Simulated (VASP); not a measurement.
Write the native input for VASP 6.6.1 that does the following.

```yaml
Task: relaxation of cell and atoms
Functional: PBEsol
Potentials_or_basis: VASP PAW PBE potentials, release 64 (In_d, P)
Cutoff: 600 eV
k_mesh: 8 × 8 × 8
Occupations: gaussian, width 0.02 eV
Spin: no spin polarisation
Dipole_correction: no
Further_INCAR_settings: ALGO = Normal; EDIFF = 1e-07; IBRION = 2; EDIFFG = -0.005; NSW = 100; ISIF = 3
```

The structure of InP lies in POSCAR:

```
InP
1.0
    0.0000000000      2.9305000000      2.9305000000
    2.9305000000      0.0000000000      2.9305000000
    2.9305000000      2.9305000000      0.0000000000
In P
1 1
Direct
    0.0000000000      0.0000000000      0.0000000000
    0.2500000000      0.2500000000      0.2500000000
```

These files were run (other wordings do the same):

INCAR

```
SYSTEM = InP
PREC = Accurate ; ENCUT = 600
EDIFF = 1E-7 ; ISMEAR = 0
SIGMA = 0.02 ; LREAL = .False.
LASPH = .True. ; NELM = 100
ALGO = Normal ; ISIF = 3
LWAVE = .False. ; LCHARG = .False.
GGA = PS ; IBRION = 2
NSW = 100 ; EDIFFG = -0.005
```

KPOINTS

```
Automatic mesh
0
Gamma
  8 8 8
  0 0 0
```

Potentials or basis: VASP PAW PBE potentials, release 64 (In_d, P).

Run with:

```sh
$ cat potpaw_PBE.64/In_d/POTCAR potpaw_PBE.64/P/POTCAR > POTCAR
$ mpirun -np 1 vasp_std > vasp.out
```

It gave:

```
Relaxed volume                         : 25.40 Å³/atom
Relaxed cell                           : a = 4.157 Å, b = 4.157 Å, c = 4.157 Å, α = 60.00°, β = 60.00°, γ = 60.00°
Space group after relaxing (to 0.05 Å) : F-43m (No. 216)
Energy gained by relaxing              : 0.4 meV/atom
Ionic steps                            : 3
Pressure after relaxing                : 0.0 GPa
Band gap on the k mesh                 : 0.57 eV, direct
```

Caveat: the PAW data sets were made with another functional, which shifts forces and pressure a little; spin-orbit coupling is left out, which moves the levels of the heavy elements.

Wall time 50 s on 1 thread of Intel(R) Xeon(R) Platinum 8488C (Sapphire Rapids), on a shared host, peak memory 0.22 GiB.
